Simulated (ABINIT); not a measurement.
# PbO2 (P4_2/mnm) in ABINIT: single point with PBEsol

Aim: the single point of PbO2 with PBEsol.

Program: ABINIT 10.8.3 (patched build). These are calculated values, not measurements. Logs are shortened: lines on timing, memory, paths and dates and some standing lists are left out, and cuts for length are marked. The log counts tension as positive stress, the text compression.

### Step 1. The undisturbed crystal

It takes space group P4_2/mnm (No. 136, tetragonal). The conventional cell has a = 4.995 Å, b = 4.995 Å, c = 3.409 Å, α = 90.00°, β = 90.00°, γ = 90.00°. Pb (site symmetry mmm) is surrounded by 6 O at 2.17 to 2.18 Å. Around O (site symmetry m2m) lie 3 Pb at 2.17 to 2.18 Å.

The cell is a database's computed one.

### Step 2. Single point, PBEsol (atoms moved at random, drawn with an rms of 0.05 Å)

File run.abi:

```
# Pseudopotentials
pp_dirpath "./"
pseudos "Pb.GGA_PBE-JTH.xml, O.GGA_PBE-JTH.xml"

# Structure
acell 3*1.0
rprim
     9.4391061578     0.0000000000     0.0000000000
     0.0000000000     9.4391061578     0.0000000000
     0.0000000000     0.0000000000     6.4420781730
ntypat 2
znucl 82 8
natom 6
typat 1 1 2 2 2 2
xcart
     2.5112060847     2.5052570875     1.7644954879
    -0.0053496020     0.0328118914     0.0268424736
     3.4720415603     3.5152629480    -0.0161552555
     4.0167868887     0.9654508185     1.6905576661
     0.9393921128     4.0811919013     1.7154774631
     1.5012102141     1.5188324326     0.0484896297 Angstrom
chkprim 0
chksymtnons 0
tolsym 1.0e-6

# Plane-wave basis
ecut 23.0
pawecutdg 45.0
pawxcdev 0

# k points
kptopt 1
ngkpt 6 6 8
nshiftk 1
shiftk 0.0 0.0 0.0

# Exchange and correlation
ixc -116133

# Bands and occupations
nband 32
occopt 3
tsmear 0.00183747

# SCF cycle
nstep 100
tolvrs 1.0e-9

# Output
iomode 3
prtwf 0
prtden 0
prteig 0
prtebands 0
enunit 2
```

Potentials or basis: JTH PAW PBE v2.0.

The run is started by

```
$ abinit run.abi > log 2>&1
```

run.abo:

```text
.Version 10.8.3 of ABINIT
 Symmetries : space group P1 (#  1); Bravais aP (primitive triclinic)
================================================================================
 Values of the parameters that define the memory need of the present run
     intxc =       0    ionmov =       0      iscf =      17    lmnmax =      18
     lnmax =       6     mgfft =      45  mpssoang =       3    mqgrid =    3001
     natom =       6  nloc_mem =       2    nspden =       1   nspinor =       1
    nsppol =       1      nsym =       1    n1xccc =       1    ntypat =       2
    occopt =       3   xclevel =       2
       mpw =        3068          nfft =       60750          nkpt =         148
 PAW method is used; the additional fine FFT grid is defined by:
   mgfftf=        60    nfftf =    144000
================================================================================
================================================================================

--------------------------------------------------------------------------------
------------- Echo of variables that govern the present computation ------------
--------------------------------------------------------------------------------
 -outvars: echo values of preprocessed input variables --------
            acell      1.0000000000E+00  1.0000000000E+00  1.0000000000E+00 Bohr
              amu      2.07200000E+02  1.59994000E+01
          chkprim           0
      chksymtnons           0
             ecut      2.30000000E+01 Hartree
           enunit           2
                       outvar_i_n : Printing only first  50 k-points.
              ixc     -116133
                       outvar_i_n : Printing only first  50 k-points.
         kptrlatt        6    0    0      0    6    0      0    0    8
          kptrlen      5.15366254E+01
            natom           6
            nband          32
            ngfft          45      45      30
          ngfftdg          60      60      40
             nkpt         148
            nstep         100
             nsym           1
           ntypat           2
                       prtocc : prtvol=0, do not print more k-points.
           occopt           3
        pawecutdg      4.50000000E+01 Hartree
         pawxcdev           0
           prtden           0
        prtebands           0
           prteig           0
            prtwf           0
            rprim      9.4391061578E+00  0.0000000000E+00  0.0000000000E+00
                       0.0000000000E+00  9.4391061578E+00  0.0000000000E+00
                       0.0000000000E+00  0.0000000000E+00  6.4420781730E+00
          spgroup           1
           tolsym      1.00000000E-06
           tolvrs      1.00000000E-09
           tsmear      1.83747000E-03 Hartree
            typat      1  1  2  2  2  2
           useylm           1
                       outvars : Printing only first  50 k-points.
           xangst      2.5112060847E+00  2.5052570875E+00  1.7644954879E+00
[... 222 lines left out ...]
 prteigrs : prtvol=0 or 1, do not print more k-points.

 Fermi (or HOMO) energy (eV) =   4.37134   Average Vxc (eV)= -10.25620
 Eigenvalues (   eV  ) for nkpt= 148  k points:
 kpt#   1, nband= 32, wtk=  0.00347, kpt=  0.0000  0.0000  0.0000 (reduced coord)
 -13.89551  -13.76168  -12.19245  -12.10141  -11.18015  -10.97325  -10.90609  -10.88020
 -10.77363  -10.64076  -10.63754  -10.59997  -10.53658   -8.44308   -3.85896    0.82539
   0.99153    1.09221    2.22406    2.34629    2.61123    3.64258    3.69839    3.71062
   3.73774    3.80593    4.41512    8.57296    9.99387   10.08814   13.75105   13.98302
 prteigrs : prtvol=0 or 1, do not print more k-points.

--- !EnergyTerms
iteration_state     : {dtset: 1, }
comment             : Components of total free energy in Hartree
kinetic             :  4.01520456527252E+01
hartree             :  5.34025439783134E+01
xc                  : -1.65678915779499E+01
Ewald energy        : -1.45301662358576E+02
psp_core            :  5.93028338074372E+00
local_psp           : -1.73901358696302E+02
PAW spherical_terms :  4.95534760210278E+01
internal            : -1.86732563600017E+02
'-kT*entropy'       : -1.61206039475421E-04
total_energy        : -1.86732724806057E+02
total_energy_eV     : -5.08125629946209E+03
...

--- !EnergyTermsDC
iteration_state     : {dtset: 1, }
comment             : '"Double-counting" decomposition of free energy'
band_energy         : -9.99283779859544E+00
Ewald energy        : -1.45301662358576E+02
psp_core            :  5.93028338074372E+00
xc_dc               : -4.94429320256096E+01
PAW spherical_terms :  1.20745844668700E+01
internal            : -1.86732564335167E+02
'-kT*entropy'       : -1.61206039475421E-04
total_energy_dc     : -1.86732725541207E+02
total_energy_dc_eV  : -5.08125631946653E+03
...

--- !EnergyTermsWithPAWCore
iteration_state     : {dtset: 1, }
comment             : 'Components of total free energy, including PAW core contributions'
Total energy        : -4.20530010254295E+04
Total energy DC     : -4.20530010261646E+04
Total energy (eV)   : -1.14432045370560E+06
Total energy DC (eV): -1.14432045372560E+06
...

 Cartesian components of stress tensor (hartree/bohr^3)
  sigma(1 1)= -4.81377942E-05  sigma(3 2)= -1.97914528E-05
  sigma(2 2)= -4.54084324E-05  sigma(3 1)= -5.75211642E-06
  sigma(3 3)= -5.42198410E-05  sigma(2 1)= -2.53586578E-05

-Cartesian components of stress tensor (GPa)         [Pressure=  1.4491E+00 GPa]
- sigma(1 1)= -1.41626280E+00  sigma(3 2)= -5.82284643E-01
- sigma(2 2)= -1.33596221E+00  sigma(3 1)= -1.69233108E-01
- sigma(3 3)= -1.59520280E+00  sigma(2 1)= -7.46077472E-01

== END DATASET(S) ==============================================================
================================================================================

 -outvars: echo values of variables after computation  --------
            acell      1.0000000000E+00  1.0000000000E+00  1.0000000000E+00 Bohr
           etotal     -1.8673272554E+02
            fcart     -8.8333310326E-03  5.0820185402E-03 -1.0926190281E-02
                      -9.4550179270E-04 -4.9559286618E-03 -8.8202955038E-03
                      -8.7983347748E-03 -9.4615149814E-03  9.3876396949E-03
                      -3.6021714061E-03  4.4822399711E-03  7.2965713040E-03
                       8.7709743121E-03 -1.0031141254E-02  3.4364142509E-03
                       1.3408364694E-02  1.4884326386E-02 -3.7413946544E-04
            rprim      9.4391061578E+00  0.0000000000E+00  0.0000000000E+00
                       0.0000000000E+00  9.4391061578E+00  0.0000000000E+00
                       0.0000000000E+00  0.0000000000E+00  6.4420781730E+00
           strten     -4.8137794249E-05 -4.5408432429E-05 -5.4219841025E-05
                      -1.9791452756E-05 -5.7521164194E-06 -2.5358657831E-05
           xangst      2.5112060847E+00  2.5052570875E+00  1.7644954879E+00
                      -5.3496020000E-03  3.2811891400E-02  2.6842473600E-02
                       3.4720415603E+00  3.5152629480E+00 -1.6155255500E-02
                       4.0167868887E+00  9.6545081850E-01  1.6905576661E+00
                       9.3939211280E-01  4.0811919013E+00  1.7154774631E+00
                       1.5012102141E+00  1.5188324326E+00  4.8489629700E-02
             xred      5.0274800034E-01  5.0155700034E-01  5.1759900035E-01
                      -1.0709999966E-03  6.5690000073E-03  7.8740000173E-03
                       6.9510900048E-01  7.0376200047E-01 -4.7389999887E-03
                       8.0416800054E-01  1.9328500014E-01  4.9591000034E-01
                       1.8806800012E-01  8.1706200055E-01  5.0322000034E-01
                       3.0054500020E-01  3.0407300022E-01  1.4224000023E-02
 Calculation completed.
```

Wall time 15 min (1 thread of Intel Xeon 6975P-C (Granite Rapids), shared host); peak memory 0.47 GiB.

What came out:

| Quantity | Value |
| --- | --- |
| Free energy | -5081.2563 eV |
| Pressure | 1.4 GPa |
| Largest force | 1.030 eV/Å |
| Band gap on the k mesh | none (metal or under the smearing width) |
| Valence electrons inside the program's atomic spheres | Pb 11.32, 11.38; O 4.49, 4.50, 4.48 |

Forces in eV/Å, atoms in the order of the input:
```
Pb  -0.454  0.261 -0.562
Pb  -0.049 -0.255 -0.454
O   -0.452 -0.487  0.483
O   -0.185  0.230  0.375
O    0.451 -0.516  0.177
O    0.689  0.765 -0.019
```

Caveat: the PAW data sets were made with another functional, which shifts forces and pressure a little. The run has no spin-orbit coupling, so splittings on Pb are missing.
